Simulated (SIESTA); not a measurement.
The system is GaSb.

```
CELL_PARAMETERS angstrom
0.00000 3.05900 3.05900
3.05900 0.00000 3.05900
3.05900 3.05900 0.00000
ATOMIC_POSITIONS crystal
Sb 0.75000 0.75000 0.75000
Ga 0.00000 0.00000 0.00000
```

Base run:

* Program: SIESTA 5.4.2
* Functional: PBE
* Potentials or basis: PseudoDojo 0.4 standard (PBE files)
* Basis: DZP (energy shift 0.002 Ry; radii capped at 9.5 bohr)
* Grid cutoff: 800 Ry
* Energy shift: 0.002 Ry
* k mesh: 8 × 8 × 8
* Occupations: fermi-dirac, width 0.05 eV
* Spin: no spin polarisation

Its results: band gap on the k mesh none (metal or under the smearing width); pressure 3.4 GPa.

**Question.** The run is repeated on the same cell with these changes: functional from PBE to RPBE. What comes out?

**Answer.** Band gap on the k mesh 0.21 eV, direct; pressure 5.1 GPa.

RPBE binds less tightly than PBE, so the same cell stands under more pressure.

Caveats: semicore shells carry a single zeta, which can move pressures by several GPa and volumes by a few percent; the basis of atomic orbitals isn't converged, which shifts pressures, moduli and gaps; the potentials were made for another functional, which shifts forces and pressure (some runs); spin-orbit coupling is left out, which moves the levels of the heavy elements (some runs).

Not every run made on this cell is shown here.
